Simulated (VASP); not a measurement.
# Si (Fd-3m) in VASP: settings compared, part 2 of 2

VASP 6.6.1. The steps go on from the part before.

## Step 9: Elastic constants, r2SCAN

The input, POSCAR:

```
Si
1.0
    0.0000000000      2.7218511865      2.7218511865
    2.7218511865      0.0000000000      2.7218511865
    2.7218511865      2.7218511865      0.0000000000
Si
2
Direct
    0.5000000000      0.5000000000      0.5000000000
    0.7500000000      0.7500000000      0.7500000000
```

The input, INCAR.step1:

```
SYSTEM = Si
PREC = Accurate ; ENCUT = 600
EDIFF = 1E-8 ; ISMEAR = 0
SIGMA = 0.05 ; LREAL = .FALSE.
LASPH = .TRUE. ; NELM = 80
ALGO = Normal ; ISIF = 3
LWAVE = .FALSE. ; LCHARG = .FALSE.
METAGGA = R2SCAN ; LMIXTAU = .TRUE.
IBRION = 2 ; NSW = 40
EDIFFG = -0.002
```

The input, INCAR.step2:

```
SYSTEM = Si
PREC = Accurate ; ENCUT = 600
EDIFF = 1E-8 ; ISMEAR = 0
SIGMA = 0.05 ; LREAL = .FALSE.
LASPH = .TRUE. ; NELM = 80
ALGO = Normal ; ISIF = 3
LWAVE = .FALSE. ; LCHARG = .FALSE.
METAGGA = R2SCAN ; LMIXTAU = .TRUE.
IBRION = 6 ; NFREE = 2
POTIM = 0.015 ; NSW = 1
```

The input, KPOINTS:

```
Automatic mesh
0
G
  6 6 6
  0 0 0
```

Potentials or basis: VASP PAW PBE potentials, release 64 (Si).

Command:

```console
cat potpaw_PBE.64/Si/POTCAR > POTCAR
cp INCAR.step1 INCAR
mpirun -np 1 vasp_std > vasp.out
cp CONTCAR POSCAR
cp INCAR.step2 INCAR
mpirun -np 1 vasp_std > vasp.out
```

OUTCAR:

```text
SYSTEM = Si
   PREC = Accurate
   ENCUT = 600
   EDIFF = 1E-8
   ISMEAR = 0
   LREAL = .FALSE.
   LASPH = .TRUE.
   NELM = 80
   ISIF = 3
   METAGGA = R2SCAN
   IBRION = 6
   NFREE = 2
   POTIM = 0.015
   NSW = 1

 ion  position               nearest neighbor table
   1  0.500  0.500  0.500-   2 2.36   2 2.36   2 2.36   2 2.36
   2  0.750  0.750  0.750-   1 2.36   1 2.36   1 2.36   1 2.36

  LATTYP: Found a face centered cubic cell.
 ALAT       =     5.4409266381

  Lattice vectors:

 A1 = (   0.0000000000,   2.7204633191,   2.7204633191)
 A2 = (   2.7204633191,   0.0000000000,   2.7204633191)
 A3 = (   2.7204633191,   2.7204633191,   0.0000000000)

[... 682 lines left out ...]
  --------------------------------------------------------------------------------
  x     0.00000     0.00000     0.00000     0.00000     9.36816     0.00000
  y     0.00000     0.00000     0.00000     0.00000     0.00000     9.36816
  z    -0.00000    -0.00000     0.00000     9.36816     0.00000     0.00000

 INTERNAL STRAIN TENSOR FOR ION    2 for displacements in x,y,z  (eV/Angst):
          X           Y           Z          XY          YZ          ZX
  --------------------------------------------------------------------------------
  x    -0.00000    -0.00000    -0.00000     0.00000    -9.36816     0.00000
  y    -0.00000     0.00000    -0.00000     0.00000     0.00000    -9.36816
  z     0.00000     0.00000    -0.00000    -9.36816     0.00000     0.00000

 Eigenvectors and eigenvalues of the dynamical matrix
 ----------------------------------------------------

   1 f  =   15.579253 THz    97.887333 2PiTHz  519.667939 cm-1    64.430584 meV
             X         Y         Z           dx          dy          dz
      2.720463  2.720463  2.720463     0.000000   -0.707107    0.000000
      4.080695  4.080695  4.080695     0.000000    0.707107    0.000000
[... 21 lines left out ...]
   6 f  =    0.000000 THz     0.000000 2PiTHz    0.000000 cm-1     0.000000 meV
             X         Y         Z           dx          dy          dz
      2.720463  2.720463  2.720463     0.000000    0.000000    0.707107
      4.080695  4.080695  4.080695     0.000000    0.000000    0.707107

--------------------------------------------------------------------------------------------------------

 ELASTIC MODULI CONTR FROM IONIC RELAXATION (kBar)
 Direction    XX          YY          ZZ          XY          YZ          ZX
 --------------------------------------------------------------------------------
 XX          -0.0000     -0.0000     -0.0000      0.0000     -0.0000     -0.0000
 YY          -0.0000     -0.0000      0.0000      0.0000     -0.0000      0.0000
 ZZ          -0.0000      0.0000     -0.0000     -0.0000     -0.0000     -0.0000
 XY           0.0000      0.0000     -0.0000   -250.3944      0.0000     -0.0000
 YZ          -0.0000     -0.0000     -0.0000      0.0000   -250.3944      0.0000
 ZX          -0.0000      0.0000     -0.0000     -0.0000      0.0000   -250.3944
 --------------------------------------------------------------------------------

 TOTAL ELASTIC MODULI (kBar)
 Direction    XX          YY          ZZ          XY          YZ          ZX
 --------------------------------------------------------------------------------
 XX        1690.0130    621.6972    621.6972      0.0000     -0.0000      0.0000
 YY         621.6972   1690.0130    621.6972     -0.0000     -0.0000      0.0000
 ZZ         621.6972    621.6972   1690.0130      0.0000      0.0000     -0.0000
 XY           0.0000     -0.0000      0.0000    826.9735      0.0000     -0.0000
 YZ          -0.0000     -0.0000      0.0000      0.0000    826.9735      0.0000
 ZX           0.0000      0.0000     -0.0000     -0.0000      0.0000    826.9735
 --------------------------------------------------------------------------------
```

OUTCAR.step1:

```text
SYSTEM = Si
   PREC = Accurate
   ENCUT = 600
   EDIFF = 1E-8
   ISMEAR = 0
   LREAL = .FALSE.
   LASPH = .TRUE.
   NELM = 80
   ISIF = 3
   METAGGA = R2SCAN
   IBRION = 2
   NSW = 40
   EDIFFG = -0.002
[... 270 lines left out ...]
 fundamental gap:      0.9284750827
 Fermi energy:         5.9732270872

 k-point     1 :       0.0000    0.0000    0.0000
  band No.  band energies     occupation
      1      -6.7995      2.00000
      2       5.6868      2.00000
      3       5.6868      2.00000
      4       5.6868      2.00000
      5       8.4410      0.00000
      6       8.4410      0.00000
      7       8.4410      0.00000
      8       9.6076      0.00000
[... 192 lines left out ...]
  FREE ENERGIE OF THE ION-ELECTRON SYSTEM (eV)
  ---------------------------------------------------
  free  energy   TOTEN  =       -17.5286891517 eV

  energy  without entropy=      -17.5286891517  energy(sigma->0) =      -17.52868915

 reached required accuracy - stopping structural energy minimisation
```

OSZICAR.step1:

```text
N       E                     dE             d eps       ncg     rms          rms(c)
DAV:   1     0.399917227364E+01    0.39992E+01   -0.37614E+03   256   0.931E+02
DAV:   2    -0.184111315702E+02   -0.22410E+02   -0.22213E+02   384   0.916E+01
DAV:   3    -0.186944191377E+02   -0.28329E+00   -0.28329E+00   304   0.138E+01
[... 32 lines left out ...]
DAV:   4    -0.175286895800E+02   -0.54023E-06   -0.27434E-07   288   0.462E-03    0.272E-03
DAV:   5    -0.175286885440E+02    0.10359E-05   -0.16519E-07   272   0.499E-03    0.214E-03
DAV:   6    -0.175286891112E+02   -0.56719E-06   -0.18302E-07   288   0.512E-03    0.211E-04
DAV:   7    -0.175286891555E+02   -0.44316E-07   -0.17433E-08   248   0.173E-03    0.160E-04
DAV:   8    -0.175286891517E+02    0.38726E-08   -0.20962E-09   176   0.701E-04
   3 F= -.17528689E+02 E0= -.17528689E+02  d E =-.275997E-04
```

Run time: 6.7 min. Hardware: 1 thread of Intel Xeon 6975P-C (Granite Rapids), shared host; peak memory 0.21 GiB.

Results:

| Quantity | Value |
| --- | --- |
| Relaxed volume | 20.13 Å³/atom |
| Relaxed cell | a = 3.847 Å, b = 3.847 Å, c = 3.847 Å, α = 60.00°, β = 60.00°, γ = 60.00° |
| Space group after relaxing (to 0.05 Å) | Fd-3m (No. 227) |
| Elastic constants C11, C12, C44 | 169, 62, 83 GPa |
| Voigt bulk modulus | 98 GPa |
| Highest phonon frequency at Γ | 520 cm⁻¹ |

Final structure:
```
Si
1.0
     0.00000    2.72046    2.72046
     2.72046    0.00000    2.72046
     2.72046    2.72046    0.00000
Si
2
Direct
  0.50000 0.50000 0.50000
  0.75000 0.75000 0.75000
```

Phonon frequencies in cm⁻¹ (negative: imaginary):
| q point | frequencies |
| --- | --- |
| (0.000, 0.000, 0.000) | 0 0 0 520 520 520 |

Elastic tensor in Voigt notation (GPa, in the Cartesian axes of the cell as first typed):
```
169  62  62   0   0   0
 62 169  62   0   0   0
 62  62 169   0   0   0
  0   0   0  83   0   0
  0   0   0   0  83   0
  0   0   0   0   0  83
```

Clamped-ion elastic tensor (GPa):
```
169  62  62   0   0   0
 62 169  62   0   0   0
 62  62 169   0   0   0
  0   0   0 108   0   0
  0   0   0   0 108   0
  0   0   0   0   0 108
```

Caveat: the PAW data sets were made with another functional, which shifts forces and pressure a little.

## Step 10: For comparison

An earlier run on the cell as given: functional PBE; potentials or basis VASP PAW PBE potentials, release 64 (Si); cutoff 520 eV; k mesh 8 × 8 × 8; occupations fermi-dirac, width 0.05 eV; no spin polarisation.

- Pressure: 1.3 GPa
- Band gap on the k mesh: 0.63 eV, indirect (least direct gap 2.56 eV)
